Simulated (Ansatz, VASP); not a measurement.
**Two plane-wave programs on Nb**

```
CELL_PARAMETERS angstrom
0.00000 2.07182 2.07182
2.07182 0.00000 2.07182
2.07182 2.07182 0.00000
ATOMIC_POSITIONS crystal
Nb 0.00000 0.00000 0.00000
```

This isn't the form of Nb at room conditions, which is bcc.

Alike in both runs: task single point; functional PBE; k mesh 11 × 11 × 11; occupations fermi-dirac, width 0.05 eV; no spin polarisation.

|  | VASP | Ansatz |
| --- | --- | --- |
| version | VASP 6.6.1 | Ansatz 0.2.0 |
| potentials or method | VASP PAW PBE potentials, release 64 (Nb_sv) | Ansatz PAW soft_1 |
| plane-wave cutoff (eV) | 520 | 420 |
| valence electrons in the cell | 13 | 13 |

|  | VASP | Ansatz | Ansatz less VASP |
| --- | --- | --- | --- |
| gap on the k mesh at the Fermi level (eV) | none | none | - |
| pressure (GPa) | 8.9 | 9.2 | +0.28 |

A gap of «none» marks a metal or a gap that the smearing closes. The functional is the same, so the differences come from potentials, cutoffs and numerics.
